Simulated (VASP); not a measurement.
VASP 6.6.1 run: BN

INCAR

```
NBANDS = 11
ISMEAR = -1
LREAL = .FALSE.
LWAVE = .FALSE.
SIGMA = 0.02
NSW = 0
PREC = Accurate
LCHARG = .FALSE.
METAGGA = RSCAN
LASPH = .TRUE.
NELM = 66
IBRION = -1
ENCUT = 520
ISIF = 2
EDIFF = 1E-5
```

KPOINTS

```
KPOINTS created by Atomic Simulation Environment
0
Gamma
12 12 12
0 0 0
```

POSCAR

```
B  N
 1.0000000000000000
     1.3080048566852058    0.7551769561085414    3.2533303712000001
    -1.3080048566852058    0.7551769561085414    3.2533303712000001
     0.0000000000000000   -1.5103539122170828    3.2533303712000001
 B   N
   1   1
Cartesian
 -0.0000000000000000 -0.0000000000000001  9.7575145187143359
 -0.0000000000000000 -0.0000000000000000  3.2470197207530553
```

The recommended PBE PAW datasets give the neutral cell 8 valence electrons.

Command

```
mpirun -np 1 vasp_std
```

OSZICAR

```
N       E                     dE             d eps       ncg     rms          rms(c)
DAV:   1     0.862435874499E+01    0.86244E+01   -0.46819E+03  4198   0.695E+02
DAV:   2    -0.225743833500E+02   -0.31199E+02   -0.29987E+02  5032   0.156E+02
DAV:   3    -0.234413063428E+02   -0.86692E+00   -0.86558E+00  5078   0.242E+01
DAV:   4    -0.234439143381E+02   -0.26080E-02   -0.26079E-02  4575   0.149E+00
DAV:   5    -0.234439240348E+02   -0.96967E-05   -0.96967E-05  5048   0.827E-02    0.703E+00
DAV:   6    -0.198265031722E+02    0.36174E+01   -0.35920E+00  4764   0.100E+01    0.338E+00
DAV:   7    -0.198082252461E+02    0.18278E-01   -0.27838E-01  4737   0.383E+00    0.201E+00
DAV:   8    -0.198037360611E+02    0.44892E-02   -0.78343E-02  5065   0.167E+00    0.226E-01
DAV:   9    -0.198031457735E+02    0.59029E-03   -0.11455E-02  4716   0.697E-01    0.138E-01
DAV:  10    -0.198032051208E+02   -0.59347E-04   -0.18048E-03  4401   0.271E-01    0.207E-02
DAV:  11    -0.198032235545E+02   -0.18434E-04   -0.55173E-05  4917   0.749E-02    0.154E-02
DAV:  12    -0.198032262026E+02   -0.26481E-05   -0.24926E-06  2547   0.113E-02
   1 F= -.19803226E+02 E0= -.19803226E+02  d E =-.324326E-11
```

Standard output (part)

```
POSCAR found type information on POSCAR B N
 POSCAR found :  2 types and       2 ions
 LDA part: xc-table for (None), standard interpolation
 POSCAR, INCAR and KPOINTS ok, starting setup
 WAVECAR not read
 entering main loop
```

From OUTCAR

```
k-points           NKPTS =    189   k-points in BZ     NKDIM =    189   number of bands    NBANDS=     11

   NELECT =       8.0000    total number of electrons

   dimension x,y,z NGX =    28 NGY =   28 NGZ =   28
   dimension x,y,z NGXF=    56 NGYF=   56 NGZF=   56

  energy-cutoff  :      520.00
  volume of cell :       19.28
      direct lattice vectors                 reciprocal lattice vectors
     1.308004857  0.755176956  3.253330371     0.382261578  0.220698825  0.102459110
    -1.308004857  0.755176956  3.253330371    -0.382261578  0.220698825  0.102459110
     0.000000000 -1.510353912  3.253330371     0.000000000 -0.441397649  0.102459110

 k-points in reciprocal lattice and weights: KPOINTS created by Atomic Simulation Env
   0.00000000  0.00000000  0.00000000       0.001
   0.08333333  0.00000000  0.00000000       0.003
   0.16666667  0.00000000  0.00000000       0.003
   0.25000000  0.00000000 -0.00000000       0.003
   0.33333333  0.00000000 -0.00000000       0.003
   0.41666667  0.00000000  0.00000000       0.003
   0.50000000  0.00000000 -0.00000000       0.002
   0.08333333  0.08333333  0.00000000       0.003
   ...

 E-fermi :   2.0280

 k-point     1 :       0.0000    0.0000    0.0000
  band No.  band energies     occupation
      1     -16.4387      2.00000
      2      -1.7966      2.00000
      3       0.1199      2.00000
      4       0.1199      2.00000
      5       7.1952      0.00000
      6      12.8821      0.00000
      7      12.8821      0.00000
      8      14.3490      0.00000
      9      15.2235      0.00000
     10      26.8702      0.00000
     11      29.5248      0.00000

 k-point     2 :       0.0833    0.0000    0.0000
  band No.  band energies     occupation
      1     -16.3078      2.00000
      2      -1.6710      2.00000
      3      -0.4523      2.00000
      4      -0.1108      2.00000
      5       7.5029      0.00000
      6      12.8206      0.00000
      7      13.4264      0.00000
      8      13.9028      0.00000
      9      15.6325      0.00000
     10      27.0386      0.00000
     11      27.5801      0.00000

 k-point     3 :       0.1667    0.0000    0.0000
  band No.  band energies     occupation
      1     -15.9239      2.00000
      2      -1.8772      2.00000
      3      -1.2843      2.00000
      4      -0.6773      2.00000
      5       8.2505      0.00000
      6      12.6060      0.00000
      7      12.8261      0.00000
      8      14.9116      0.00000
      9      16.6817      0.00000
     10      24.5281      0.00000
     11      26.1600      0.00000

 k-point     4 :       0.2500    0.0000   -0.0000
  band No.  band energies     occupation
      1     -15.3187      2.00000
      2      -3.6228      2.00000
      3      -1.3402      2.00000
      4      -0.6901      2.00000
      5       9.0997      0.00000
      6      11.2118      0.00000
      7      12.7248      0.00000
      8      17.0198      0.00000
      9      17.9446      0.00000
     10      22.4354      0.00000
     11      24.6057      0.00000

 k-point     5 :       0.3333    0.0000   -0.0000
  band No.  band energies     occupation
      1     -14.5682      2.00000
      2      -5.3373      2.00000
      3      -1.9137      2.00000
      4       0.0694      2.00000
      5       8.9251      0.00000
      6      10.5727      0.00000
      7      13.1094      0.00000
      8      18.5789      0.00000
      9      19.3760      0.00000
     10      21.5011      0.00000
     11      23.4799      0.00000

 ...

  Total       -5.2200910     -5.2200910      0.1284096      0.0000000      0.0000000     -0.0000000
  in kB     -433.7616510   -433.7616510     10.6701493      0.0000000      0.0000000     -0.0000000
  external PRESSURE =    -285.6177176 kB  Pullay stress =       0.0000000 kB

 POSITION                                       TOTAL-FORCE (eV/Angst)
 -----------------------------------------------------------------------------------
      0.00000      0.00000      9.75751         0.000000      0.000000      0.000230
      0.00000      0.00000      3.24702         0.000000     -0.000000     -0.000230
 -----------------------------------------------------------------------------------
    total drift:                                0.000000      0.000000      0.000183

  FREE ENERGIE OF THE ION-ELECTRON SYSTEM (eV)
  ---------------------------------------------------
  free  energy   TOTEN  =       -19.8032262026 eV

  energy  without entropy=      -19.8032262026  energy(sigma->0) =      -19.80322620
```

It converged. Results: gap between bands v and c on the k mesh 4.40 eV; least direct gap on the k mesh 4.98 eV; pressure -28.6 GPa. Band v is the last that the valence electrons fill when counted band by band, and c is the next.

For comparison, a separate PBE run of the intended cell, on usual settings and not on those above, gives a gap of 3.91 eV on its mesh and a pressure of -23.4 GPa.

The run above took about 2.8 min on one core of a shared host (Intel Xeon Platinum 8488C) and held 0.18 GiB at most.
